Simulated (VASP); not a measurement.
# Si (I4/mmm) in VASP: further runs

The runs below take Si through single point, with PBEsol.

Everything below comes from runs of VASP 6.6.1. Logs are shortened: lines on timing, memory, paths and dates and some standing lists are left out, and cuts for length are marked.

## Step 1: Starting point

Symmetry: I4/mmm, No. 139, tetragonal system. The conventional cell has a = 3.254 Å, b = 3.254 Å, c = 2.641 Å, α = 90.00°, β = 90.00°, γ = 90.00°. Si (site symmetry 4/mmm) is surrounded by 10 Si at 2.64 to 2.65 Å.

This isn't the form of Si at room conditions, which is diamond.

## Step 2: Single point, PBEsol

Input file INCAR:

```
SYSTEM = Si
PREC     = Accurate       ! precision mode
ENCUT    = 550            ! plane-wave cutoff, eV
EDIFF    = 1E-6           ! SCF threshold, eV
ISMEAR   = 0              ! smearing method
SIGMA    = 0.05           ! smearing width, eV
LREAL    = .False.        ! projectors in reciprocal space
LASPH    = .True.         ! aspherical terms in the spheres
NELM     = 100            ! most SCF steps
ALGO     = Normal         ! electronic algorithm
ISIF     = 2              ! what is computed and relaxed
LWAVE    = .False.        ! write WAVECAR
LCHARG   = .False.        ! write CHGCAR
GGA      = PS             ! functional
ADDGRID  = .False.
```

Input file KPOINTS:

```
Automatic mesh
0
Gamma
  4 4 4
  0 0 0
```

Input file POSCAR:

```
Si
1.0
   -1.6269149300      1.6269149300      1.3203298500
    1.6269149300     -1.6269149300      1.3203298500
    1.6269149300      1.6269149300     -1.3203298500
Si
1
Direct
    0.0000000000      0.0000000000      0.0000000000
```

Potentials or basis: VASP PAW PBE potentials, release 64 (Si).

On the command line:

```console
$ cat potpaw_PBE.64/Si/POTCAR > POTCAR
$ mpirun -np 1 vasp_std > vasp.out
```

OUTCAR:

```text
SYSTEM = Si
   PREC = Accurate
   ENCUT = 550
   EDIFF = 1E-6
   ISMEAR = 0
   LREAL = .False.
   LASPH = .True.
   NELM = 100
   ISIF = 2
   GGA = PS

 Found     13 irreducible k-points:

 Following reciprocal coordinates:
            Coordinates               Weight
  0.000000  0.000000  0.000000      1.000000
  0.250000  0.000000 -0.000000      8.000000
  0.500000  0.000000 -0.000000      4.000000
  0.250000  0.250000 -0.000000      8.000000
  0.500000  0.250000 -0.000000     16.000000
 -0.250000  0.250000  0.000000      4.000000
   k-points           NKPTS =     13   k-points in BZ     NKDIM =     13   number of bands    NBANDS=      6
   number of dos      NEDOS =    301   number of ions     NIONS =      1
   total plane-waves  NPLWV =   8000
   dimension x,y,z NGX =    20 NGY =   20 NGZ =   20
   dimension x,y,z NGXF=    40 NGYF=   40 NGZF=   40
   ions per type =               1
   NGX,Y,Z   is equivalent  to a cutoff of  12.53, 12.53, 12.53 a.u.
   NGXF,Y,Z  is equivalent  to a cutoff of  25.07, 25.07, 25.07 a.u.
 SYSTEM =  Si
   PREC   = accura    normal or accurate (medium, high low for compatibility)
   ISTART =      0    job   : 0-new  1-cont  2-samecut
   ICHARG =      2    charge: 1-file 2-atom 10-const
   ISPIN  =      1    spin polarized calculation?
   LNONCOLLINEAR =      F non collinear calculations
   LSORBIT =      F    spin-orbit coupling
   LASPH  =      T    aspherical Exc in radial PAW
   ENCUT  =  550.0 eV  40.42 Ry    6.36 a.u.   5.07  5.07  5.07*2*pi/ulx,y,z
   NELM   =    100;   NELMIN=  2; NELMDL= -5     # of ELM steps
   EDIFF  = 0.1E-05   stopping-criterion for ELM
   LREAL  =      F    real-space projection
   EDIFFG = 0.1E-04   stopping-criterion for IOM
   NSW    =      0    number of steps for IOM
   IBRION =     -1    ionic relax: 0-MD 1-quasi-New 2-CG
   NFREE  =      0    steps in history (QN), initial steepest desc. (CG)
   ISIF   =      2    stress and relaxation
   ISYM   =      2    0-nonsym 1-usesym 2-fastsym
   POTIM  = 0.5000    time-step for ionic-motion
   TEBEG  =    0.0;   TEEND  =   0.0 temperature during run
   PSTRESS=    0.0 pullay stress
   NELECT =       4.0000    total number of electrons
   NUPDOWN=      -1.0000    fix difference up-down
   EMIN   =  10.00;   EMAX   =-10.00  energy-range for DOS
   EFERMI =   0.00;   METHOD = LEGACY
   ISMEAR =     0;   SIGMA  =   0.05  broadening in eV -4-tet -1-fermi 0-gaus
   EFERMI_NEDOS =   21; number of points for ismear=-14 and -15
   IALGO  =     38    algorithm
   IMIX   =      4    mixing-type and parameters
     AMIX     =   0.40;   BMIX     =  1.00
     AMIX_MAG =   1.60;   BMIX_MAG =  1.00
  volume/ion in A,a.u.               =      13.98        94.33
  Fermi-wavevector in a.u.,A,eV,Ry     =   1.078791  2.038620 15.834335  1.163791
  Thomas-Fermi vector in A             =   2.214739
   LORBIT       =      0    0 simple, 1 ext, 2 COOP (PROOUT), +10 PAW based schemes
   GGA     = PS    functional components
   LHFCALC =     F    Hartree Fock is set to
   AEXX    =    0.0000 exact exchange contribution
   IVDW    =     0    specifies the selected vdW correction
   LEPSILON=     F    determine dielectric tensor
   LRPA    =     F    only Hartree local field effects (RPA)
 non-spin polarized calculation
 Gauss-broadening in eV      SIGMA  =   0.05
  energy-cutoff  :      550.00
  volume of cell :       13.98
 maximum number of plane-waves:       420
   NGX = 11   NGY = 11   NGZ = 11

 number of electron       3.9999999 magnetization

 Free energy of the ion-electron system (eV)
  ---------------------------------------------------
  ext. energy  EPLUGINS =         0.00000000
  ---------------------------------------------------
  free energy    TOTEN  =        -5.26736914 eV

  energy without entropy =       -5.26456037  energy(sigma->0) =       -5.26596475

 E-fermi :  10.1223     XC(G=0): -11.3767

 val. band max:       10.0984570215   @ k =  -0.2500   0.5000   0.2500
 cond. band min:      10.6519471848   @ k =  -0.2500   0.2500   0.0000
 fundamental gap:      0.5534901632
 Fermi energy:        10.1223038353

 k-point     1 :       0.0000    0.0000    0.0000
  band No.  band energies     occupation
      1      -4.2178      2.00000
      2      20.1214      0.00000
      3      20.6829      0.00000
      4      20.6829      0.00000
      5      23.5007      0.00000
      6      24.4315      0.00000

 k-point     2 :       0.2500    0.0000   -0.0000
  band No.  band energies     occupation
      1      -2.0680      2.00000
      2      14.2715      0.00000
      3      16.2160      0.00000
      4      18.0963      0.00000
      5      19.8092      0.00000
      6      22.3706      0.00000

 k-point     3 :       0.5000    0.0000   -0.0000
  band No.  band energies     occupation
      1       4.0538      2.00000
      2       4.4547      2.00000
      3      15.3504      0.00000
      4      16.8330      0.00000
      5      17.1037      0.00000
      6      19.8415      0.00000

 k-point     4 :       0.2500    0.2500   -0.0000
  band No.  band energies     occupation
      1       2.5971      2.00000
      2       8.6528      2.00000
      3       9.6268      2.00000
      4      15.3284      0.00000
      5      21.3046      0.00000
      6      23.1323      0.00000

 k-point     5 :       0.5000    0.2500   -0.0000
  band No.  band energies     occupation
      1       1.2713      2.00000
      2       7.8995      2.00000
      3      11.2242      0.00000
      4      17.2726      0.00000
      5      21.1192      0.00000
      6      26.7147      0.00000

 k-point     6 :      -0.2500    0.2500    0.0000
  band No.  band energies     occupation
      1      -2.5178      2.00000
      2      10.6519      0.00000
      3      20.9364      0.00000
      4      21.5743      0.00000
      5      22.7293      0.00000
      6      23.4362      0.00000

 [... further k-points ...]
[... 5 lines left out ...]
  --------------------------------------------------------------------------------------
  -------------------------------------------------------------------------------------
  Total        0.1771167      0.1771167     -0.4505242      0.0000000     -0.0000000      0.0000000
  in kB       20.3000927     20.3000927    -51.6364788      0.0000000     -0.0000000      0.0000000
  external PRESSURE =      -3.6787645 kB  Pullay stress =       0.0000000 kB

 VOLUME and BASIS-vectors are now :
 -----------------------------------------------------------------------------
  energy-cutoff  :      550.00
  volume of cell :       13.98
      direct lattice vectors                 reciprocal lattice vectors
    -1.626914930  1.626914930  1.320329850     0.000000000  0.307330144  0.378693249
     1.626914930 -1.626914930  1.320329850     0.307330144  0.000000000  0.378693249
     1.626914930  1.626914930 -1.320329850     0.307330144  0.307330144  0.000000000

 POSITION                                       TOTAL-FORCE (eV/Angst)
 -----------------------------------------------------------------------------------
      0.00000      0.00000      0.00000         0.000000     -0.000000     -0.000000
 -----------------------------------------------------------------------------------
    total drift:                                0.000000      0.000000      0.000000

  FREE ENERGIE OF THE ION-ELECTRON SYSTEM (eV)
  ---------------------------------------------------
  free  energy   TOTEN  =        -5.2673691412 eV

  energy  without entropy=       -5.2645603666  energy(sigma->0) =       -5.26596475
```

Run time: 1.2 s. Hardware: 1 thread of Intel Xeon 6975P-C (Granite Rapids), shared host; peak memory 0.11 GiB.

The run converged, but some of its settings lie outside the range that counts as converged, so its numbers aren't taken as properties of the crystal.

Results:

```
Free energy            : -5.2674 eV
Pressure               : -0.4 GPa
Band gap on the k mesh : none (metal or under the smearing width)
```

Caveat: the k mesh is coarse (spacing up to 0.77 Å⁻¹), so the values aren't converged; the PAW data sets were made with another functional, which shifts forces and pressure a little.

## Step 3: Single point, PBEsol

INCAR: that of step 2 with these lines changed.

```diff
@@ -2,3 +2,3 @@
 PREC     = Accurate       ! precision mode
-ENCUT    = 550            ! plane-wave cutoff, eV
+ENCUT    = 400            ! plane-wave cutoff, eV
 EDIFF    = 1E-6           ! SCF threshold, eV
```

Input file KPOINTS:

```
Automatic mesh
0
Gamma
  5 5 5
  0 0 0
```

POSCAR is that of step 2.

Potentials or basis: VASP PAW PBE potentials, release 64 (Si).

On the command line:

```console
$ cat potpaw_PBE.64/Si/POTCAR > POTCAR
$ mpirun -np 1 vasp_std > vasp.out
```

Wall time 1 s (1 thread of Intel Xeon 6975P-C (Granite Rapids), shared host); peak memory 0.11 GiB.

These settings aren't checked as converged: the numbers below hold their error.

Results:

- Free energy: -5.2167 eV
- Pressure: 4.9 GPa
- Band gap on the k mesh: none (metal or under the smearing width)

Caveat: the k mesh is coarse (spacing up to 0.61 Å⁻¹), so the values aren't converged; the PAW data sets were made with another functional, which shifts forces and pressure a little.

## Step 4: Single point, PBEsol

INCAR: that of step 3 with these lines changed.

```diff
@@ -2,3 +2,3 @@
 PREC     = Accurate       ! precision mode
-ENCUT    = 400            ! plane-wave cutoff, eV
+ENCUT    = 300            ! plane-wave cutoff, eV
 EDIFF    = 1E-6           ! SCF threshold, eV
```

Input file KPOINTS:

```
Automatic mesh
0
Gamma
  6 6 6
  0 0 0
```

POSCAR is that of step 3.

On the command line:

```console
$ cat potpaw_PBE.64/Si/POTCAR > POTCAR
$ mpirun -np 1 vasp_std > vasp.out
```

It took 1 s on 1 thread of Intel Xeon 6975P-C (Granite Rapids), shared host; peak memory 0.1 GiB.

These settings aren't checked as converged: the numbers below hold their error.

Results:

| Property | Result |
| --- | --- |
| Free energy | -5.2684 eV |
| Pressure | -0.3 GPa |
| Band gap on the k mesh | none (metal or under the smearing width) |

Caveat: the k mesh is coarse (spacing up to 0.51 Å⁻¹), so the values aren't converged; the cutoff is under 1.25 times the usual one of these potentials, so pressure, stress and relaxed cells hold a basis-set (Pulay) error; the PAW data sets were made with another functional, which shifts forces and pressure a little.

(Continued in part 2 of 2.)
